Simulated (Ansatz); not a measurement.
# Al6Pt: a trial structure relaxed, part 1 of 2

Where does this trial cell of Al6Pt go when cell and atoms are let free?

Program: Ansatz 0.2.0. Level of theory: DFT PBE, scalar-relativistic, plane waves, PAW. These are calculated values, not measurements.

**1. The starting structure**

It takes space group Im-3m (No. 229, cubic). Conventional cell: a = 6.072 Å, b = 6.072 Å, c = 6.072 Å, α = 90.00°, β = 90.00°, γ = 90.00°. Al (site symmetry 4mm) has 1 Pt at 1.67 Å as nearest neighbours. Pt (site symmetry m-3m) is surrounded by 6 Al at 1.67 Å.

Coordinates:

```cif
data_structure
_symmetry_space_group_name_H-M 'P 1'
_symmetry_Int_Tables_number 1
_cell_length_a 5.2587
_cell_length_b 5.2587
_cell_length_c 5.2587
_cell_angle_alpha 109.471
_cell_angle_beta 109.471
_cell_angle_gamma 109.471
_cell_volume 111.95
loop_
_atom_site_label
_atom_site_type_symbol
_atom_site_fract_x
_atom_site_fract_y
_atom_site_fract_z
_atom_site_occupancy
Al1 Al 0.72563 0.72563 0.00000 1
Al2 Al 0.27437 0.27437 0.00000 1
Al3 Al 0.00000 0.27437 0.27437 1
Al4 Al 0.00000 0.72563 0.72563 1
Al5 Al 0.72563 0.00000 0.72563 1
Al6 Al 0.27437 0.00000 0.27437 1
Pt1 Pt 0.00000 0.00000 0.00000 1
```

Recipe of the guess: species swapped into a database cell of SF6 (Im-3m, No. 229), with Pt on the S sites and Al on the F sites. Lengths come from tabulated atomic sizes and are only a guess.

**2. A first look at the guess**

Input file input.yaml:

```yaml
crystal:
  lattice:
    - [-3.03612545, 3.03612545, 3.03612545]
    - [3.03612545, -3.03612545, 3.03612545]
    - [3.03612545, 3.03612545, -3.03612545]
  atoms:
    - { symbol: Al, position: [0.72562718, 0.72562718, 0.0] }
    - { symbol: Al, position: [0.27437282, 0.27437282, 0.0] }
    - { symbol: Al, position: [0.0, 0.27437282, 0.27437282] }
    - { symbol: Al, position: [0.0, 0.72562718, 0.72562718] }
    - { symbol: Al, position: [0.72562718, 0.0, 0.72562718] }
    - { symbol: Al, position: [0.27437282, 0.0, 0.27437282] }
    - { symbol: Pt, position: [0.0, 0.0, 0.0] }
basis:
  ecutwfc: 420
kpoints:
  mp_grid: { grid: [4, 4, 4] }
hamiltonian:
  xc: pbe
scf:
  occupations: { method: gaussian, width: 0.1 }
  lower_state_search: "off"
output:
  forces: true
  stress: true
  eigenvalues: true
```

Launch:

```bash
$ ansatz run input.yaml --threads 1 --pin off --max-ram 2048MiB --backend cpu --events-out ev --progress --plain --runs-dir out
```

Output, shortened:

```text
[...]
SCF converged after 7 iterations
Free energy (F): -15690.466220 eV
[...]
E sigma→0 (E₀):  -15690.460820 eV
Entropy (-TS):   -0.010800 eV (-1.543 meV/atom)
Fermi energy:    10.650014 eV
[...]
--- Forces (eV/Å), atoms counted from 1 ---
  atom   1  Al    -0.00000000    -0.00000000   -42.24343098
  atom   2  Al     0.00000000     0.00000000    42.24343098
  atom   3  Al    42.24343098    -0.00000000    -0.00000000
  atom   4  Al   -42.24343098     0.00000000    -0.00000000
  atom   5  Al    -0.00000000   -42.24343098    -0.00000000
  atom   6  Al     0.00000000    42.24343098     0.00000000
  atom   7  Pt     0.00000000    -0.00000000     0.00000000
[...]
--- Stress (GPa, compression-positive) ---
      185.387937       0.000000       0.000000
       -0.000000     185.387937      -0.000000
        0.000000      -0.000000     185.387937
  P = ⅓ Tr σ = 185.3879 GPa (1853.879 kbar)
--- Band table (eV; the first three rows and the last of 8) ---
  k-point 0: bands = ["-95.4248", "-50.8203", "-50.8203", "-50.8203", "-3.8718", "-3.8718", "-3.8718", "-2.9790", "-2.9790", "-2.8899", "4.6418", "4.6418", "4.6418", "5.4473", "8.6334", "8.6334", "9.2454", "9.2454", "9.2454", "9.6887", "9.6887", "9.6887", "14.8572", "14.8572", "14.8572"]
[...]
```

Run time: 3.1 s. Hardware: 1 thread of Arm Neoverse N1, shared host; peak memory 0.33 GiB.

Read-out: pressure 185.4 GPa, largest force 42.24 eV/Å, gap on this mesh none (metal). A cheap, loose relaxation comes first.

**3. A loose first relaxation**

input.yaml, as its differences from that of step 2:

```diff
@@ -26 +26,6 @@
   eigenvalues: true
+relax:
+  adjacent_minimum: "off"
+  f_tol: 0.04
+  max_steps: 70
+  cell: { stress_tol: 0.4 }
```

Launch:

```bash
$ ansatz run input.yaml --threads 1 --pin off --max-ram 2048MiB --backend cpu --events-out ev --progress --plain --runs-dir out
```

Output:

```text
Warning: RAYON_NUM_THREADS=1 ignored (pool sized by the plan → 1); use --threads N
Engine: ansatz 0.2.0, aarch64-unknown-linux-gnu
Pseudopotentials: kind: paw
Pseudopotential: Al, paw, valence charge 3, recommended cutoff 420 eV (normal), Al.paw.azcp
Pseudopotential: Pt, paw, valence charge 18, recommended cutoff 420 eV (normal), Pt.paw.azcp
Functional definition: PBE
  parameter kappa = 0.804
  parameter beta = 0.06672455060314922
  exchange = pbe_x(kappa = kappa, mu = beta*pi^2/3)
  correlation = pbe_c(beta = beta)
Crystal: 7 atoms, lattice volume = 111.949 Å³
Basis set: ecut = 420 eV, 2171 PW (Γ), exchange–correlation on 72×72×72 points (8 copies of the dense FFT grid, shifted against one another)
Bands: 25, of which v1, the nominal top of the filled ones, is band 18 counted from 1 (17 counted from 0)
Symmetry: 48 space group operations
Space group: Im-3m (ITA 229), of the structure as read, at distance tolerance 4.8e-5 Å
k-points: 8 of 64
Non-local potential: Al, projectors of the file, l = 0: 2, l = 1: 2, l = 2: 1
Non-local potential: Pt, projectors of the file, l = 0: 3, l = 1: 2, l = 2: 2, l = 3: 1
PAW form: soft (Blöchl's): semilocal exchange-correlation on the pseudo side does not see the compensation charge
PAW one-centre angular grid: Al, 110 points (default); XC on 64 Gauss nodes
PAW one-centre angular grid: Pt, 590 points (default); XC on 64 Gauss nodes
Initial density: superposition of atomic densities (neutral atoms: chi_scale 0, normalization atom), corrected by the library's trained network
Initial wavefunctions: pseudopotential atomic-orbital guess
Functional: x = pbe(κ = 0.804, μ = 0.2195149727645171), c = pbe(β = 0.06672455060314922)
SCF iter   1: F=—  HF=-15690.765516 eV  |F-HF|=—  |Δ(HF+E_count)|=         —  Δρ=1.76e-2  dr2=9.56e-1  ethr=1.77e-3  ⟨swp⟩=9.0  Hψ=1307  notcnv=0
preconditioner: auto → Resta (q_TF=auto, 2.258 Å⁻¹)  ε∞=4.3  [insulator: Δε(μ)=0.576 eV  Ē_g=10.170 eV  σ=0.100 eV  W_gap=0.67  n_scr=18 (ndim 8)  ℏωp=18.6 eV  f_vac=0.000  D(μ)=3.01/eV (n_scr^D=18)  ε∞_Penn≈4.3]
SCF iter   2: F=—  HF=-15690.540132 eV  |F-HF|=—  |Δ(HF+E_count)|=   2.25e-1  Δρ=9.14e-3  dr2=1.59e-1  ethr=1.77e-3  ⟨swp⟩=3.1  Hψ=360  notcnv=0  defer=15
SCF iter   3: F=—  HF=-15690.467016 eV  |F-HF|=—  |Δ(HF+E_count)|=   7.31e-2  Δρ=1.56e-3  dr2=3.60e-3  ethr=4.43e-4  ⟨swp⟩=2.1  Hψ=297  notcnv=0  defer=15
SCF iter   4: F=—  HF=-15690.466151 eV  |F-HF|=—  |Δ(HF+E_count)|=   8.65e-4  Δρ=4.73e-4  dr2=1.59e-4  ethr=1.00e-5  ⟨swp⟩=2.1  Hψ=280  notcnv=0  defer=15
SCF iter   5: F=—  HF=-15690.466167 eV  |F-HF|=—  |Δ(HF+E_count)|=   1.64e-5  Δρ=7.22e-5  dr2=5.28e-6  ethr=4.41e-7  ⟨swp⟩=2.5  Hψ=308  notcnv=0  defer=15
SCF iter   6: F=—  HF=-15690.466220 eV  |F-HF|=—  |Δ(HF+E_count)|=   5.25e-5  Δρ=1.17e-5  dr2=1.07e-7  ethr=1.47e-8  ⟨swp⟩=2.2  Hψ=328  notcnv=0  defer=15
SCF iter   7: F=-15690.466220 eV  HF=-15690.466220 eV  |F-HF|=2.85e-9  |Δ(HF+E_count)|=   3.84e-9  Δρ=2.65e-6  dr2=5.98e-9  ethr=2.78e-10  ⟨swp⟩=11.1  Hψ=1010  notcnv=0
SCF 1 converged in 7 iterations: F = -15690.466220 eV  dr2 = 5.98e-9
relax step   1: F+E_penalty+E_count = -15690.46621969 eV  Δ(F+E_penalty+E_count) = +0.000e0 eV  max|allowed force component| = 4.224e1 eV/Å  Δτ_max = 0.0000 Å  P = +185.388 GPa  Ω = 111.949 Å³  (7 SCF iters, dr2 threshold 1.00e-7 eV, accepted)
Crystal: 7 atoms, lattice volume = 119.881 Å³
Basis set: ecut = 420 eV, 2315 PW (Γ), exchange–correlation on 72×72×72 points (8 copies of the dense FFT grid, shifted against one another)
Initial density: handed on by an earlier stage of this run
Initial wavefunctions: those handed on with the density
SCF iter   1: F=—  HF=-15730.085485 eV  |F-HF|=—  |Δ(HF+E_count)|=         —  Δρ=5.22e-2  dr2=4.45e0  ethr=3.10e-3  ⟨swp⟩=7.2  Hψ=1121  notcnv=0
preconditioner: auto → Resta (q_TF=auto, 2.233 Å⁻¹)  ε∞=5.4  [insulator: Δε(μ)=0.242 eV  Ē_g=8.533 eV  σ=0.100 eV  W_gap=0.90  n_scr=18 (ndim 8)  ℏωp=17.9 eV  f_vac=0.000  D(μ)=0.29/eV (n_scr^D=0)  ε∞_Penn≈5.4]
SCF iter   2: F=—  HF=-15729.099276 eV  |F-HF|=—  |Δ(HF+E_count)|=   9.86e-1  Δρ=1.62e-2  dr2=1.72e-1  ethr=3.10e-3  ⟨swp⟩=2.9  Hψ=485  notcnv=0  defer=9
SCF iter   3: F=—  HF=-15729.059195 eV  |F-HF|=—  |Δ(HF+E_count)|=   4.01e-2  Δρ=7.75e-3  dr2=4.25e-2  ethr=4.79e-4  ⟨swp⟩=1.2  Hψ=243  notcnv=0  defer=9
SCF iter   4: F=—  HF=-15729.046907 eV  |F-HF|=—  |Δ(HF+E_count)|=   1.23e-2  Δρ=7.23e-4  dr2=7.80e-4  ethr=1.18e-4  ⟨swp⟩=1.6  Hψ=211  notcnv=0  defer=9
SCF iter   5: F=—  HF=-15729.046605 eV  |F-HF|=—  |Δ(HF+E_count)|=   3.02e-4  Δρ=1.16e-4  dr2=1.72e-5  ethr=2.17e-6  ⟨swp⟩=2.6  Hψ=292  notcnv=0  defer=9
SCF iter   6: F=—  HF=-15729.046578 eV  |F-HF|=—  |Δ(HF+E_count)|=   2.67e-5  Δρ=2.28e-5  dr2=6.66e-7  ethr=1.94e-9  ⟨swp⟩=8.1  Hψ=1196  notcnv=0
SCF iter   7: F=-15729.046578 eV  HF=-15729.046578 eV  |F-HF|=3.28e-9  |Δ(HF+E_count)|=   5.79e-8  Δρ=3.46e-6  dr2=1.16e-8  ethr=1.85e-9  ⟨swp⟩=2.5  Hψ=688  notcnv=0
SCF 2 converged in 7 iterations: F = -15729.046578 eV  dr2 = 1.16e-8
relax step   2: F+E_penalty+E_count = -15729.04657823 eV  Δ(F+E_penalty+E_count) = -3.858e1 eV  max|allowed force component| = 1.629e1 eV/Å  Δτ_max = 0.1909 Å  P = +82.206 GPa  Ω = 119.881 Å³  energy of the carried Pulay correction = -5.075e-3 eV  (7 SCF iters, dr2 threshold 7.00e-7 eV, accepted)
Crystal: 7 atoms, lattice volume = 137.886 Å³
Basis set: ecut = 420 eV, 2731 PW (Γ), exchange–correlation on 72×72×72 points (8 copies of the dense FFT grid, shifted against one another)
iter 1 solved again at ethr=1.28e-3 eV; its pass at ethr=3.10e-3 eV (dr2=4.62e-1 eV) is discarded
SCF iter   1: F=—  HF=-15741.044342 eV  |F-HF|=—  |Δ(HF+E_count)|=         —  Δρ=1.70e-2  dr2=4.54e-1  ethr=1.28e-3  ⟨swp⟩=1.0  Hψ=1323  notcnv=0
preconditioner: auto → Resta (q_TF=auto, 2.181 Å⁻¹)  ε∞=5.7  [insulator: Δε(μ)=0.121 eV  Ē_g=7.719 eV  σ=0.100 eV  W_gap=0.60  n_scr=18 (ndim 8)  ℏωp=16.7 eV  f_vac=0.000  D(μ)=2.06/eV (n_scr^D=12)  ε∞_Penn≈5.7]
SCF iter   2: F=—  HF=-15740.955925 eV  |F-HF|=—  |Δ(HF+E_count)|=   8.84e-2  Δρ=6.23e-3  dr2=2.52e-2  ethr=1.26e-3  ⟨swp⟩=2.0  Hψ=352  notcnv=0
SCF iter   3: F=—  HF=-15740.949783 eV  |F-HF|=—  |Δ(HF+E_count)|=   6.14e-3  Δρ=3.17e-3  dr2=8.34e-3  ethr=7.00e-5  ⟨swp⟩=1.0  Hψ=264  notcnv=0
SCF iter   4: F=—  HF=-15740.947851 eV  |F-HF|=—  |Δ(HF+E_count)|=   1.93e-3  Δρ=3.84e-4  dr2=2.06e-4  ethr=2.32e-5  ⟨swp⟩=1.9  Hψ=243  notcnv=0
SCF iter   5: F=—  HF=-15740.947918 eV  |F-HF|=—  |Δ(HF+E_count)|=   6.74e-5  Δρ=4.56e-5  dr2=2.91e-6  ethr=5.71e-7  ⟨swp⟩=3.0  Hψ=333  notcnv=0
SCF iter   6: F=-15740.947918 eV  HF=-15740.947918 eV  |F-HF|=6.17e-9  |Δ(HF+E_count)|=   4.04e-7  Δρ=1.40e-5  dr2=2.73e-7  ethr=1.94e-9  ⟨swp⟩=7.9  Hψ=968  notcnv=0
SCF 3 converged in 6 iterations: F = -15740.947918 eV  dr2 = 2.73e-7
relax step   3: F+E_penalty+E_count = -15740.94791750 eV  Δ(F+E_penalty+E_count) = -1.190e1 eV  max|allowed force component| = 6.414e0 eV/Å  Δτ_max = 0.0830 Å  P = +34.391 GPa  Ω = 137.886 Å³  energy of the carried Pulay correction = -1.540e-2 eV  (6 SCF iters, dr2 threshold 7.00e-7 eV, accepted)
[... 11 lines left out ...]
relax step   4: F+E_penalty+E_count = -15744.87702529 eV  Δ(F+E_penalty+E_count) = -3.929e0 eV  max|allowed force component| = 2.228e0 eV/Å  Δτ_max = 0.0443 Å  P = +11.437 GPa  Ω = 158.056 Å³  energy of the carried Pulay correction = -2.536e-2 eV  (6 SCF iters, dr2 threshold 7.00e-7 eV, accepted)
[... 11 lines left out ...]
relax step   5: F+E_penalty+E_count = -15745.69057070 eV  Δ(F+E_penalty+E_count) = -8.135e-1 eV  max|allowed force component| = 3.625e-1 eV/Å  Δτ_max = 0.0246 Å  P = -1.222 GPa  Ω = 180.145 Å³  energy of the carried Pulay correction = -3.474e-2 eV  (6 SCF iters, dr2 threshold 7.00e-7 eV, accepted)
[... 10 lines left out ...]
relax step   6: F+E_penalty+E_count = -15745.71875737 eV  Δ(F+E_penalty+E_count) = -2.819e-2 eV  max|allowed force component| = 1.042e-1 eV/Å  Δτ_max = 0.0134 Å  P = +0.077 GPa  Ω = 176.334 Å³  energy of the carried Pulay correction = -3.322e-2 eV  (5 SCF iters, dr2 threshold 7.00e-7 eV, accepted)
[... 8 lines left out ...]
relax step   7: F+E_penalty+E_count = -15745.71963092 eV  Δ(F+E_penalty+E_count) = -8.735e-4 eV  max|allowed force component| = 6.218e-4 eV/Å  Δτ_max = 0.0026 Å  P = -0.028 GPa  Ω = 176.693 Å³  energy of the carried Pulay correction = -3.336e-2 eV  (4 SCF iters, dr2 threshold 6.78e-7 eV, accepted)
[... 11 lines left out ...]
relax step   8: F+E_penalty+E_count = -15745.95784898 eV  Δ(F+E_penalty+E_count) = -2.382e-1 eV  max|allowed force component| = 1.233e-2 eV/Å  Δτ_max = 0.0000 Å  P = +1.505 GPa  Ω = 176.693 Å³  stress off target by 1.51e0 GPa  SCF on the basis re-selected at this cell (its energy is not comparable with the rows above)  (6 SCF iters)
[... 11 lines left out ...]
relax step   9: F+E_penalty+E_count = -15745.97696745 eV  Δ(F+E_penalty+E_count) = -1.912e-2 eV  max|allowed force component| = 2.051e-2 eV/Å  Δτ_max = 0.0015 Å  P = +0.099 GPa  Ω = 180.769 Å³  energy of the carried Pulay correction = -1.114e-3 eV  (5 SCF iters, dr2 threshold 7.00e-7 eV, accepted)
iter 1 solved again at ethr=1.85e-7 eV; its pass at ethr=3.10e-3 eV (dr2=6.67e-5 eV) is discarded
SCF iter   1: F=—  HF=-15745.978079 eV  |F-HF|=—  |Δ(HF+E_count)|=         —  Δρ=4.08e-5  dr2=5.77e-7  ethr=1.85e-7  ⟨swp⟩=3.0  Hψ=1567  notcnv=0
preconditioner: auto → Resta (q_TF=auto, 2.085 Å⁻¹)  ε∞=6.5  [insulator: Δε(μ)=0.148 eV  Ē_g=6.210 eV  σ=0.100 eV  W_gap=0.70  n_scr=18 (ndim 8)  ℏωp=14.6 eV  f_vac=0.000  D(μ)=2.05/eV (n_scr^D=12)  ε∞_Penn≈6.5]
SCF iter   2: F=—  HF=-15745.978119 eV  |F-HF|=—  |Δ(HF+E_count)|=   3.99e-5  Δρ=2.13e-5  dr2=2.06e-7  ethr=1.60e-9  ⟨swp⟩=2.2  Hψ=313  notcnv=0
SCF iter   3: F=—  HF=-15745.978124 eV  |F-HF|=—  |Δ(HF+E_count)|=   5.81e-6  Δρ=5.09e-6  dr2=7.78e-8  ethr=5.73e-10  ⟨swp⟩=2.0  Hψ=312  notcnv=0
SCF iter   4: F=—  HF=-15745.978124 eV  |F-HF|=—  |Δ(HF+E_count)|=   7.23e-8  Δρ=2.47e-6  dr2=6.29e-9  ethr=2.16e-10  ⟨swp⟩=2.4  Hψ=301  notcnv=0
SCF iter   5: F=-15745.978124 eV  HF=-15745.978124 eV  |F-HF|=2.24e-10  |Δ(HF+E_count)|=   7.38e-8  Δρ=2.28e-7  dr2=8.55e-11  ethr=1.24e-11  ⟨swp⟩=4.9  Hψ=719  notcnv=0
SCF 10 converged in 5 iterations: F = -15745.978124 eV  dr2 = 8.55e-11
relax step  10: F+E_penalty+E_count = -15745.97812447 eV  Δ(F+E_penalty+E_count) = -1.157e-3 eV  max|allowed force component| = 2.051e-2 eV/Å  Δτ_max = 0.0000 Å  P = +0.099 GPa  Ω = 180.769 Å³  stress off target by 9.87e-2 GPa  SCF on the basis re-selected at this cell (its energy is not comparable with the rows above)  (5 SCF iters)
basis re-selected at this cell: Δ(F+E_penalty+E_count) = -1.157e-3 eV, ΔP = -0.000 GPa vs the last step (what re-selecting the basis moved, of the pressure what is left beyond the Pulay correction that the steps carried, after the strain that the cell walked since its last selection, with what the two solves' SCF thresholds leave and, on support functions, any second-order correction that the steps lacked; it is no measure of the basis error at this ecutwfc). This SCF's stress stands 9.87e-2 GPa from its target on what of the cell is left free (relax.cell.stress_tol is 4.00e-1 GPa) and its largest allowed force component is 2.05e-2 eV/Å (relax.f_tol is 4.00e-2 eV/Å): within both
SCF converged after 5 iterations
Free energy (F): -15745.978124 eV
Harris-Foulkes:  -15745.978124 eV  (|F-HF|=2.24e-10)
Internal energy: -15745.967884 eV  (E = F + TS)
E sigma→0 (E₀):  -15745.973004 eV
Entropy (-TS):   -0.010240 eV (-1.463 meV/atom)
Fermi energy:    5.373959 eV
--- Per-component energies (eV) ---
  E_band       = -457.200745
  E_kinetic    = 760.736908
  E_local      = -3994.844785  (includes V_loc(G=0)·N_el)
  E_nonlocal   = 261.257400
  E_hartree    = 1646.495165
  E_xc         = -492.387098
  E_vxc        = -466.029405  (∫ρ·V_xc dr)
  E_paw        = -12257.931588  (= ΣΔE_a)
  E_vpaw       = -311.311545  (= ΣTr[D̂ρ^β])
  E_aug_tail   = 0.000189  (compensation charges beyond the density's cutoff)
  E_ewald      = -1669.294075
  E_smearing   = -0.010240  (= −TS)
  E_closure    = 0.000000  (closes the sum)
  Σ components = -15745.978124   (vs F -15745.978124, Δ=0.00e0)
--- Forces (eV/Å), atoms counted from 1 ---
  atom   1  Al    -0.00000000     0.00000000     0.02051454
  atom   2  Al     0.00000000    -0.00000000    -0.02051454
  atom   3  Al    -0.02051454    -0.00000000    -0.00000000
  atom   4  Al     0.02051454     0.00000000    -0.00000000
  atom   5  Al    -0.00000000     0.02051454    -0.00000000
  atom   6  Al     0.00000000    -0.02051454     0.00000000
  atom   7  Pt    -0.00000000    -0.00000000    -0.00000000
  max |Σ_I F_I| component: 8.10e-18 eV/Å
--- Stress (GPa, compression-positive) ---
        0.098660      -0.000000       0.000000
       -0.000000       0.098660      -0.000000
        0.000000      -0.000000       0.098660
  P = ⅓ Tr σ = 0.0987 GPa (0.987 kbar)
--- Band table (eV; the first three rows and the last of 8) ---
  k-point 0: bands = ["-94.5427", "-48.7988", "-48.7988", "-48.7988", "-3.6720", "-1.0241", "-1.0241", "0.2288", "0.2288", "0.2288", "0.7774", "1.5107", "1.5107", "1.7420", "1.7420", "1.7420", "3.9668", "3.9668", "3.9668", "5.9172", "5.9172", "5.9172", "8.0760", "8.0760", "8.0760"]
  k-point 1: bands = ["-94.5427", "-48.7988", "-48.7988", "-48.7988", "-3.3726", "-1.1014", "-0.9400", "-0.4669", "0.1794", "0.2171", "0.2876", "0.5194", "1.1340", "1.5112", "2.9257", "2.9984", "3.8251", "4.5872", "4.6162", "6.4398", "6.6720", "6.7013", "6.7674", "7.2126", "8.4168"]
  k-point 2: bands = ["-94.5427", "-48.7988", "-48.7988", "-48.7988", "-2.8526", "-1.5818", "-1.0834", "-0.7996", "0.0162", "0.1317", "0.1881", "0.3663", "1.0116", "1.2844", "3.7179", "3.7283", "3.7434", "5.2344", "5.5523", "6.0541", "6.5921", "6.9856", "7.4255", "8.2098", "8.3735"]
  k-point 7: bands = ["-94.5427", "-48.7988", "-48.7988", "-48.7988", "-2.5946", "-1.5781", "-1.5781", "0.3461", "0.3461", "0.3461", "0.5647", "0.5647", "0.5782", "0.5782", "0.5782", "2.6405", "5.2876", "5.2876", "5.2876", "7.5589", "7.5589", "7.5589", "9.0953", "9.2006", "9.2006"]
--- Relaxed structure (8 steps of the walk, 8 accepted, 2 SCFs on fresh bases) ---
  F+E_penalty+E_count = -15745.97812447 eV   max|allowed force component| = 2.051e-2 eV/Å   (the final SCF, on the basis selected at the relaxed cell)
  cell:  # Å, volume = 180.7690 Å³
    - [-3.5619515146526797, 3.5619515146526797, 3.5619515146526797]
    - [3.5619515146526797, -3.5619515146526797, 3.5619515146526797]
    - [3.5619515146526797, 3.5619515146526797, -3.5619515146526797]
  atoms:
    - { symbol: Al, position: [0.6676549249880258, 0.6676549249880258, 2.8568046751441334e-19] }
    - { symbol: Al, position: [0.33234507501197424, 0.33234507501197424, 2.8568046751441396e-19] }
    - { symbol: Al, position: [-2.0405747679601037e-19, 0.33234507501197424, 0.33234507501197424] }
    - { symbol: Al, position: [-2.0405747679601078e-19, 0.6676549249880258, 0.6676549249880258] }
    - { symbol: Al, position: [0.6676549249880258, 3.264919628736109e-19, 0.6676549249880258] }
    - { symbol: Al, position: [0.33234507501197424, 3.264919628736116e-19, 0.33234507501197424] }
    - { symbol: Pt, position: [-2.0405747679600991e-19, 3.264919628736193e-19, 2.8568046751441367e-19] }
```

It took 32 s on 1 thread of Arm Neoverse N1, shared host; peak memory 0.41 GiB.

Relaxation path:

```
step  E - E(step 1) (eV/cell)  largest force component (eV/Å)  pressure (GPa)  volume (Å³)
   1                   0.0000                         42.2434          185.39       111.95
   2                 -38.5804                         16.2912           82.21       119.88
   3                 -50.4817                          6.4142           34.39       137.89
   4                 -54.4108                          2.2276           11.44       158.06
   5                 -55.2244                          0.3625           -1.22       180.15
   6                 -55.2525                          0.1042            0.08       176.33
   7                 -55.2534                          0.0006           -0.03       176.69
   8                 -55.4916                          0.0123            1.51       176.69
   9                 -55.5107                          0.0205            0.10       180.77
  10                 -55.5119                          0.0205            0.10       180.77
```

Step 1 is the start. Steps 8, 10 each repeat the geometry before them on a plane-wave basis chosen anew, so the energy can jump there without any move.

Lengths and angles in the start's conventional setting:

|  | before | after | change |
| --- | --- | --- | --- |
| a (Å) | 6.072 | 7.124 | +17.3 % |
| b (Å) | 6.072 | 7.124 | +17.3 % |
| c (Å) | 6.072 | 7.124 | +17.3 % |
| volume (Å³/atom) | 15.99 | 25.82 | +61.5 % |
| shortest distance (Å) | 1.666 | 2.368 | +42.1 % |
| space group (0.01 Å) | Im-3m | Im-3m | same |

The run keeps the 48 symmetry operations of the start, so it could not have lowered the symmetry.

(Continued in part 2 of 2.)
